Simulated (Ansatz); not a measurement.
# Ti: relaxing cell and atoms and elastic constants, part 2 of 2

The task, for Ti: 2 runs in a chain (relaxing cell and atoms and elastic constants).

Ansatz 0.2.0; DFT PBE, scalar-relativistic, plane waves, PAW. The steps go on from the part before.

## 3. Elastic constants: mesh 36×36×20

It takes the final geometry of step 2.

Contents of input.yaml:

```yaml
crystal:
  lattice:
    - [2.938793615, 0.0, 0.0]
    - [-1.4693968075, 2.545069927, 0.0]
    - [0.0, 0.0, 4.6503482234]
  atoms:
    - { symbol: Ti, position: [0.3333333333, 0.6666666667, 0.25] }
    - { symbol: Ti, position: [0.6666666667, 0.3333333333, 0.75] }
scf:
  occupations: { method: gaussian, width: 0.1 }
output:
  eigenvalues: true
kpoints:
  mp_grid: { grid: [36, 36, 20] }
hamiltonian:
  xc: pbe
elastic:
  mode: relaxed_ion
  amplitude: 0.005
  stencil: two_point
```

Command:

```
$ ansatz run input.yaml --threads 8 --pin off --max-ram 24576MiB --backend cpu --events-out ev --progress --plain --runs-dir out
```

The program printed:

```text
Warning: RAYON_NUM_THREADS=8 ignored (pool sized by the plan → 8); use --threads N
Engine: ansatz 0.2.0, x86_64-unknown-linux-gnu
Pseudopotentials: kind: paw
Pseudopotential: Ti, paw, valence charge 12, recommended cutoff 420 eV (normal), Ti.paw.azcp
Functional definition: PBE
  parameter kappa = 0.804
  parameter beta = 0.06672455060314922
  exchange = pbe_x(kappa = kappa, mu = beta*pi^2/3)
  correlation = pbe_c(beta = beta)
Crystal: 2 atoms, lattice volume = 34.782 Å³
Basis set: ecut = 420 eV, 687 PW (Γ), exchange–correlation on 40×40×64 points (8 copies of the dense FFT grid, shifted against one another)
Bands: 16, of which v1, the nominal top of the filled ones, is band 12 counted from 1 (11 counted from 0)
Symmetry: 24 space group operations
Space group: P63/mmc (ITA 194), of the structure as read, at distance tolerance 3.3e-5 Å
k-points: 1397 of 25920
Non-local potential: Ti, projectors of the file, l = 0: 3, l = 1: 2, l = 2: 3, l = 3: 1
PAW form: soft (Blöchl's): semilocal exchange-correlation on the pseudo side does not see the compensation charge
PAW one-centre angular grid: Ti, 590 points (default); XC on 64 Gauss nodes
Initial density: superposition of atomic densities (neutral atoms: chi_scale 0, normalization atom), corrected by the library's trained network
Initial wavefunctions: pseudopotential atomic-orbital guess
Functional: x = pbe(κ = 0.804, μ = 0.2195149727645171), c = pbe(β = 0.06672455060314922)
SCF iter   1: F=—  HF=-4999.339687 eV  |F-HF|=—  |Δ(HF+E_count)|=         —  Δρ=5.04e-3  dr2=4.22e-3  ethr=1.77e-3  ⟨swp⟩=3.6  Hψ=89836  notcnv=0
preconditioner: auto → none  [metal: Δε(μ)=0.002 eV  Ē_g=2.831 eV  σ=0.100 eV  W_gap=0.01  n_scr=8 (ndim 8)  ℏωp=17.8 eV  f_vac=0.000  D(μ)=1.90/eV (n_scr^D=22)  sad-step TF]
SCF iter   2: F=—  HF=-4999.338717 eV  |F-HF|=—  |Δ(HF+E_count)|=   9.70e-4  Δρ=2.54e-3  dr2=1.15e-3  ethr=1.76e-5  ⟨swp⟩=1.0  Hψ=33529  notcnv=0
SCF iter   3: F=—  HF=-4999.338842 eV  |F-HF|=—  |Δ(HF+E_count)|=   1.25e-4  Δρ=3.15e-4  dr2=1.37e-5  ethr=4.81e-6  ⟨swp⟩=2.4  Hψ=32765  notcnv=0
SCF iter   4: F=—  HF=-4999.338856 eV  |F-HF|=—  |Δ(HF+E_count)|=   1.38e-5  Δρ=8.55e-5  dr2=2.15e-6  ethr=5.70e-8  ⟨swp⟩=2.2  Hψ=36937  notcnv=0
SCF iter   5: F=—  HF=-4999.338857 eV  |F-HF|=—  |Δ(HF+E_count)|=   7.11e-7  Δρ=1.06e-5  dr2=2.31e-8  ethr=8.94e-9  ⟨swp⟩=2.1  Hψ=34381  notcnv=0
SCF iter   6: F=—  HF=-4999.338857 eV  |F-HF|=—  |Δ(HF+E_count)|=   8.19e-9  Δρ=7.97e-7  dr2=1.30e-10  ethr=9.63e-11  ⟨swp⟩=2.1  Hψ=29278  notcnv=0
SCF iter   7: F=—  HF=-4999.338857 eV  |F-HF|=—  |Δ(HF+E_count)|=  1.82e-11  Δρ=5.89e-8  dr2=4.30e-13  ethr=5.43e-13 (applied; sched 1.00e-12)  ⟨swp⟩=2.6  Hψ=39157  notcnv=0
SCF iter   8: F=-4999.338857 eV  HF=-4999.338857 eV  |F-HF|=9.09e-13  |Δ(HF+E_count)|=  2.73e-12  Δρ=8.76e-9  dr2=7.89e-15  ethr=1.00e-12  ⟨swp⟩=3.9  Hψ=66105  notcnv=0
the search or the solves at the SCF's close seem to have found levels that the self-consistency loop had missed (the run counts 2). By its estimate they hold under 1e-12 electrons; where the run keeps them, the occupations were computed again with them
SCF 1 converged in 8 iterations: F = -4999.338857 eV  dr2 = 7.89e-15
Crystal: 2 atoms, lattice volume = 34.608 Å³
Symmetry: 8 space group operations
k-points: 3773 of 25920
Initial density: handed on by an earlier stage of this run
Initial wavefunctions: pseudopotential atomic-orbital guess (no wavefunctions were taken with the density)
iter 1 solved again at ethr=1.34e-4 eV; its pass at ethr=3.10e-3 eV (dr2=3.22e-2 eV) is discarded
SCF iter   1: F=—  HF=-4999.349504 eV  |F-HF|=—  |Δ(HF+E_count)|=         —  Δρ=1.22e-2  dr2=3.22e-2  ethr=1.34e-4  ⟨swp⟩=1.0  Hψ=327747  notcnv=0
preconditioner: auto → none  [metal: Δε(μ)=0.000 eV  Ē_g=2.879 eV  σ=0.100 eV  W_gap=0.00  n_scr=8 (ndim 8)  ℏωp=17.9 eV  f_vac=0.000  D(μ)=1.86/eV (n_scr^D=22)]
SCF iter   2: F=—  HF=-4999.338376 eV  |F-HF|=—  |Δ(HF+E_count)|=   1.11e-2  Δρ=2.39e-3  dr2=7.60e-4  ethr=1.34e-4  ⟨swp⟩=3.0  Hψ=120859  notcnv=0
SCF iter   3: F=—  HF=-4999.338281 eV  |F-HF|=—  |Δ(HF+E_count)|=   9.51e-5  Δρ=8.79e-4  dr2=8.62e-5  ethr=3.17e-6  ⟨swp⟩=2.2  Hψ=86133  notcnv=0
SCF iter   4: F=—  HF=-4999.338315 eV  |F-HF|=—  |Δ(HF+E_count)|=   3.37e-5  Δρ=1.47e-4  dr2=4.10e-6  ethr=3.59e-7  ⟨swp⟩=2.0  Hψ=69444  notcnv=0
SCF iter   5: F=—  HF=-4999.338316 eV  |F-HF|=—  |Δ(HF+E_count)|=   1.61e-6  Δρ=9.57e-6  dr2=2.28e-8  ethr=1.71e-8  ⟨swp⟩=2.2  Hψ=78333  notcnv=0
SCF iter   6: F=—  HF=-4999.338316 eV  |F-HF|=—  |Δ(HF+E_count)|=   9.71e-8  Δρ=2.32e-6  dr2=1.06e-9  ethr=9.50e-11  ⟨swp⟩=2.3  Hψ=103609  notcnv=0
SCF iter   7: F=—  HF=-4999.338316 eV  |F-HF|=—  |Δ(HF+E_count)|=  3.74e-10  Δρ=2.95e-7  dr2=1.10e-11  ethr=4.40e-12  ⟨swp⟩=2.0  Hψ=97557  notcnv=0
SCF iter   8: F=—  HF=-4999.338316 eV  |F-HF|=—  |Δ(HF+E_count)|=  9.09e-12  Δρ=7.33e-8  dr2=7.25e-13  ethr=4.59e-14 (applied; sched 1.00e-12)  ⟨swp⟩=2.0  Hψ=98846  notcnv=0
SCF iter   9: F=-4999.338316 eV  HF=-4999.338316 eV  |F-HF|=9.09e-13  |Δ(HF+E_count)|=  9.09e-13  Δρ=6.75e-9  dr2=8.21e-15  ethr=1.00e-12  ⟨swp⟩=4.0  Hψ=187341  notcnv=0
SCF 2 converged in 9 iterations: F = -4999.338316 eV  dr2 = 8.21e-15
relax step   1: F+E_penalty+E_count = -4999.33831625 eV  Δ(F+E_penalty+E_count) = +0.000e0 eV  max|allowed force component| = 1.351e-2 eV/Å  Δτ_max = 0.0000 Å  (9 SCF iters, accepted)
[... from here on, the SCF cycles and remarks between the steps are left out ...]
relax step   2: F+E_penalty+E_count = -4999.33837427 eV  Δ(F+E_penalty+E_count) = -5.802e-5 eV  max|allowed force component| = 2.335e-3 eV/Å  Δτ_max = 0.0052 Å  (7 SCF iters, accepted)
relax step   3: F+E_penalty+E_count = -4999.33837604 eV  Δ(F+E_penalty+E_count) = -1.776e-6 eV  max|allowed force component| = 7.876e-6 eV/Å  Δτ_max = 0.0008 Å  (6 SCF iters, accepted)
relax step   1: F+E_penalty+E_count = -4999.33833770 eV  Δ(F+E_penalty+E_count) = +0.000e0 eV  max|allowed force component| = 1.372e-2 eV/Å  Δτ_max = 0.0000 Å  (9 SCF iters, accepted)
relax step   2: F+E_penalty+E_count = -4999.33839721 eV  Δ(F+E_penalty+E_count) = -5.951e-5 eV  max|allowed force component| = 3.958e-4 eV/Å  Δτ_max = 0.0045 Å  (7 SCF iters, accepted)
relax step   3: F+E_penalty+E_count = -4999.33839726 eV  Δ(F+E_penalty+E_count) = -4.980e-8 eV  max|allowed force component| = 1.342e-6 eV/Å  Δτ_max = 0.0001 Å  (10 SCF iters, accepted)
relax step   1: F+E_penalty+E_count = -4999.33873855 eV  Δ(F+E_penalty+E_count) = +0.000e0 eV  max|allowed force component| = 2.146e-5 eV/Å  Δτ_max = 0.0000 Å  (9 SCF iters, accepted)
relax step   1: F+E_penalty+E_count = -4999.33873855 eV  Δ(F+E_penalty+E_count) = +0.000e0 eV  max|allowed force component| = 2.146e-5 eV/Å  Δτ_max = 0.0000 Å  (9 SCF iters, accepted)
iter 1 solved again at ethr=1.00e-12 eV; its pass at ethr=3.10e-3 eV (dr2=1.47e-10 eV) is discarded
SCF iter   1: F=—  HF=-4999.338732 eV  |F-HF|=—  |Δ(HF+E_count)|=         —  Δρ=1.12e-6  dr2=1.54e-10  ethr=1.00e-12  ⟨swp⟩=2.4  Hψ=709710  notcnv=0
SCF iter   2: F=—  HF=-4999.338739 eV  |F-HF|=—  |Δ(HF+E_count)|=   6.40e-6  Δρ=6.69e-7  dr2=7.22e-11  ethr=6.40e-13 (applied; sched 1.00e-12)  ⟨swp⟩=2.6  Hψ=203875  notcnv=0
SCF iter   3: F=—  HF=-4999.338739 eV  |F-HF|=—  |Δ(HF+E_count)|=  5.46e-12  Δρ=4.04e-7  dr2=2.23e-11  ethr=3.01e-13 (applied; sched 1.00e-12)  ⟨swp⟩=1.0  Hψ=107189  notcnv=0
SCF iter   4: F=—  HF=-4999.338739 eV  |F-HF|=—  |Δ(HF+E_count)|=  9.09e-13  Δρ=2.52e-7  dr2=7.86e-12  ethr=9.28e-14 (applied; sched 1.00e-12)  ⟨swp⟩=1.0  Hψ=106880  notcnv=0
SCF iter   5: F=—  HF=-4999.338739 eV  |F-HF|=—  |Δ(HF+E_count)|=    0.00e0  Δρ=1.88e-7  dr2=4.31e-12  ethr=3.27e-14 (applied; sched 1.00e-12)  ⟨swp⟩=1.0  Hψ=106881  notcnv=0
SCF iter   6: F=—  HF=-4999.338739 eV  |F-HF|=—  |Δ(HF+E_count)|=  1.82e-12  Δρ=1.39e-7  dr2=2.35e-12  ethr=1.80e-14 (applied; sched 1.00e-12)  ⟨swp⟩=1.0  Hψ=106882  notcnv=0
SCF iter   7: F=—  HF=-4999.338739 eV  |F-HF|=—  |Δ(HF+E_count)|=  4.55e-12  Δρ=1.19e-7  dr2=1.72e-12  ethr=9.81e-15 (applied; sched 1.00e-12)  ⟨swp⟩=1.0  Hψ=106882  notcnv=0
SCF iter   8: F=—  HF=-4999.338739 eV  |F-HF|=—  |Δ(HF+E_count)|=  4.55e-12  Δρ=6.24e-8  dr2=4.72e-13  ethr=7.17e-15 (applied; sched 1.00e-12)  ⟨swp⟩=1.0  Hψ=106880  notcnv=0
iter 9 did not close the SCF: its close was put off for the readings that it lacked (scf_convergence_deferred on its scf_iter line)
SCF iter   9: F=-4999.338739 eV  HF=-4999.338739 eV  |F-HF|=9.09e-13  |Δ(HF+E_count)|=  9.09e-13  Δρ=2.57e-8  dr2=8.00e-14  ethr=1.97e-15 (applied; sched 1.00e-12)  ⟨swp⟩=1.0  Hψ=107020  notcnv=0
iter 10 did not close the SCF: its close was put off for the readings that it lacked (scf_convergence_deferred on its scf_iter line)
SCF iter  10: F=-4999.338739 eV  HF=-4999.338739 eV  |F-HF|=1.82e-12  |Δ(HF+E_count)|=  4.55e-12  Δρ=2.89e-10  dr2=9.11e-18  ethr=4.17e-16 (applied; sched 1.00e-12)  ⟨swp⟩=2.4  Hψ=155411  notcnv=0
iter 11 did not close the SCF: its close was put off for the readings that it lacked (scf_convergence_deferred on its scf_iter line)
SCF iter  11: F=-4999.338739 eV  HF=-4999.338739 eV  |F-HF|=9.09e-13  |Δ(HF+E_count)|=  1.82e-12  Δρ=9.67e-11  dr2=1.74e-18  ethr=4.17e-16 (applied; sched 1.00e-12)  ⟨swp⟩=1.0  Hψ=106880  notcnv=0
iter 12 did not close the SCF: its close was put off for the readings that it lacked (scf_convergence_deferred on its scf_iter line)
SCF iter  12: F=-4999.338739 eV  HF=-4999.338739 eV  |F-HF|=9.09e-13  |Δ(HF+E_count)|=  9.09e-13  Δρ=3.44e-11  dr2=6.55e-19  ethr=4.17e-16 (applied; sched 1.00e-12)  ⟨swp⟩=1.0  Hψ=106880  notcnv=0
SCF iter  13: F=-4999.338739 eV  HF=-4999.338739 eV  |F-HF|=9.09e-13  |Δ(HF+E_count)|=  9.09e-13  Δρ=7.67e-12  dr2=1.17e-20  ethr=1.00e-12  ⟨swp⟩=1.0  Hψ=240492  notcnv=0
SCF 15 converged in 13 iterations: F = -4999.338739 eV  dr2 = 1.17e-20
SCF converged after 8 iterations
Free energy (F): -4999.338857 eV
Harris-Foulkes:  -4999.338857 eV  (|F-HF|=9.09e-13)
Internal energy: -4999.329130 eV  (E = F + TS)
E sigma→0 (E₀):  -4999.333993 eV
Entropy (-TS):   -0.009727 eV (-4.863 meV/atom)
Fermi energy:    13.370785 eV
--- Per-component energies (eV) ---
  E_band       = -315.461122
  E_kinetic    = 544.644353
  E_local      = -1627.030942  (includes V_loc(G=0)·N_el)
  E_nonlocal   = 16.048985
  E_hartree    = 668.192539
  E_xc         = -194.923578
  E_vxc        = -243.857633  (∫ρ·V_xc dr)
  E_paw        = -2095.095783  (= ΣΔE_a)
  E_vpaw       = -341.651194  (= ΣTr[D̂ρ^β])
  E_aug_tail   = 0.000231  (compensation charges beyond the density's cutoff)
  E_ewald      = -2311.164936
  E_smearing   = -0.009727  (= −TS)
  E_closure    = 0.000000  (closes the sum)
  Σ components = -4999.338857   (vs F -4999.338857, Δ=0.00e0)
--- Forces (eV/Å), atoms counted from 1 ---
  atom   1  Ti    -0.00000000    -0.00000000     0.00000000
  atom   2  Ti     0.00000000     0.00000000     0.00000000
  max |Σ_I F_I| component: 3.70e-17 eV/Å
--- Stress (GPa, compression-positive) ---
        0.005300      -0.000000       0.000000
        0.000000       0.005300       0.000000
        0.000000       0.000000      -0.002501
  P = ⅓ Tr σ = 0.0027 GPa (0.027 kbar)
--- Band table (eV; the first three rows and the last of 1397) ---
  k-point 0: bands = ["-43.4568", "-43.3189", "-20.0626", "-19.4195", "-19.4195", "-19.3524", "-19.3182", "-19.3182", "7.1784", "10.6808", "14.1270", "14.1367", "14.1367", "14.2560", "14.6372", "14.6372"]
  k-point 1: bands = ["-43.4559", "-43.3197", "-20.0584", "-19.4189", "-19.4189", "-19.3570", "-19.3188", "-19.3188", "7.1997", "10.6709", "14.0878", "14.1246", "14.1246", "14.2441", "14.6251", "14.6251"]
  k-point 2: bands = ["-43.4534", "-43.3223", "-20.0458", "-19.4171", "-19.4171", "-19.3705", "-19.3206", "-19.3206", "7.2631", "10.6390", "13.9794", "14.0935", "14.0935", "14.2088", "14.5901", "14.5901"]
  k-point 1396: bands = ["-43.3074", "-43.3074", "-19.8747", "-19.8747", "-19.6885", "-19.6885", "-19.4465", "-19.4465", "12.1170", "12.1170", "12.2883", "12.2883", "13.1388", "13.1388", "15.0415", "15.0415"]
--- Elastic constants: 3 strain directions × 2 members + reference (group order 24) ---
  dense FFT box of the reference and of every strained cell: 20×20×32
  strains applied: 11, 33, 23; error gains: componentwise 1.00 (the most a stress slope's error grows in a printed constant), spectral 1.41 (1 for all six strains in a standard setting)
  C = ∂σ_k/∂η_j (tension-positive GPa; Voigt order 11 22 33 23 13 12):
       173.197     84.852     75.634     -0.000      0.000      0.000
        84.852    173.197     75.634     -0.000      0.000      0.000
        75.636     75.636    188.433     -0.000      0.000      0.000
        -0.000      0.000      0.000     43.521     -0.000      0.000
         0.000     -0.000      0.000     -0.000     43.521     -0.000
        -0.000      0.000      0.000      0.000      0.000     44.172
  reference stress σ⁰ (GPa):     -0.005     -0.005      0.003     -0.000     -0.000     -0.000
  C* (energy form; C + prestress term) asymmetry max|C*_kj − C*_jk| = 9.577e-3 GPa — a small one proves nothing (zero by symmetry where the batch's group is 432, −43m or m−3m); a large one is finite-difference/SCF noise where every solve meets its electron count
  moduli (Voigt/Reuss/Hill, GPa): K = 111.90/111.87/111.88   G = 46.16/45.75/45.95   E = 121.26   ν = 0.319
  mechanically stable: yes (min eigenvalue of sym C = 43.52 GPa)
  strain η (Voigt 11):  stress-route row diagonal C_11 = 173.20 GPa, energy-path curvature d²(F+E_count+ΔE)/dδ²/Ω₀ = 173.21 GPa
         δ    σ_11 (GPa)             F (eV)   n_scf  n_hpsi   n_pw
    -5.000e-3      -0.8862       -4999.3383760      13  1308412    699   relax 3 steps, max|allowed force component| 7.88e-6 eV/Å
     5.000e-3       0.8457       -4999.3383973      12  1259947    703   relax 3 steps, max|allowed force component| 1.34e-6 eV/Å
  strain η (Voigt 33):  stress-route row diagonal C_33 = 188.43 GPa, energy-path curvature d²(F+E_count+ΔE)/dδ²/Ω₀ = 188.42 GPa
         δ    σ_33 (GPa)             F (eV)   n_scf  n_hpsi   n_pw
    -5.000e-3      -0.9520       -4999.3383440       7  395955    699   relax 0 steps, max|allowed force component| 4.90e-16 eV/Å
     5.000e-3       0.9323       -4999.3383468       5  344599    702   relax 0 steps, max|allowed force component| 2.04e-16 eV/Å
  strain η (Voigt 23):  stress-route row diagonal C_44 = 43.52 GPa, energy-path curvature d²(F+E_count+ΔE)/dδ²/Ω₀ = 43.53 GPa
         δ    σ_23 (GPa)             F (eV)   n_scf  n_hpsi   n_pw
    -5.000e-3      -0.2176       -4999.3387386      13  2365877    699   relax 1 steps, max|allowed force component| 2.15e-5 eV/Å
     5.000e-3       0.2176       -4999.3387386      13  2366396    699   relax 1 steps, max|allowed force component| 2.15e-5 eV/Å
```

Wall time 6.2 min (8 threads of Intel Xeon Platinum 8259CL at 2.50GHz (Skylake/Cascade Lake), shared host); peak memory 3.6 GiB.

What follows for a polycrystal (Hill averages; density 4.570 g/cm³):

| quantity | value |
| --- | --- |
| bulk modulus B | 111.9 GPa |
| shear modulus G | 46.0 GPa |
| B/G | 2.43 |
| universal anisotropy index | 0.04 |
| sound speeds v_l, v_t | 6155, 3171 m/s |
| Debye temperature Θ | 408 K |

Young's modulus by Cartesian direction:

```
direction  E (GPa)
(1, 0, 0)      122
(0, 1, 0)      122
(0, 0, 1)      144
(1, 1, 0)      122
(1, 0, 1)      117
(0, 1, 1)      117
(1, 1, 1)      116
```

## 4. The runs side by side

This closing draws on all 2 parts.

| step | volume (Å³/atom) | pressure (GPa) | energy (eV) | gap on the mesh (eV) | time |
| --- | --- | --- | --- | --- | --- |
| 2 | 17.39 | 0.0 | -4999.334 | 0.00 | 44 s |

| quantity | value |
| --- | --- |
| relaxed cell, step 2 | a = 2.939 Å, b = 2.939 Å, c = 4.650 Å, α = 90.00°, β = 90.00°, γ = 120.00° |
| C11, C12, C44 (relaxed-ion) | 173, 85, 44 GPa |
| C33, C13, C66 (relaxed-ion) | 188, 76, 44 GPa |
| B, G, E (Hill) (relaxed-ion) | 112, 46, 121 GPa |
| Poisson ratio (relaxed-ion) | 0.32 |
| Debye temperature | 408 K |

What this shows: The tensor is positive definite (least eigenvalue 44 GPa), so the crystal resists every homogeneous strain. By Pugh's rule of thumb B/G = 2.43 (over 1.75) points to a ductile solid; Young's modulus ranges from about 116 to 144 GPa with direction. Measured Debye temperature of Ti: 426.2 K (a printed reference work, data compilation, original work of 1981). This calculation gives 408 K (-4.3 %). Against the measured lattice constant a of Ti, 2.9536 Å (298 K; “Impact of oxygen ordering on titanium lattice parameters”, 2024, arxiv:2402.07147), the calculated 2.939 Å is off by -0.5 %. 4 values of this kind are on record (2.9536 to 2.9646 Å); this one was drawn at random, colder ones first, those with a stated uncertainty first. Against the measured lattice constant c of Ti, 4.685 Å (298 K; “Impact of oxygen ordering on titanium lattice parameters”, 2024, arxiv:2402.07147), the calculated 4.650 Å is off by -0.7 %. 4 values of this kind are on record (4.685 to 4.7036 Å); this one was drawn at random, colder ones first, those with a stated uncertainty first. That is the cell relaxed with PBE, without thermal expansion or zero-point motion.
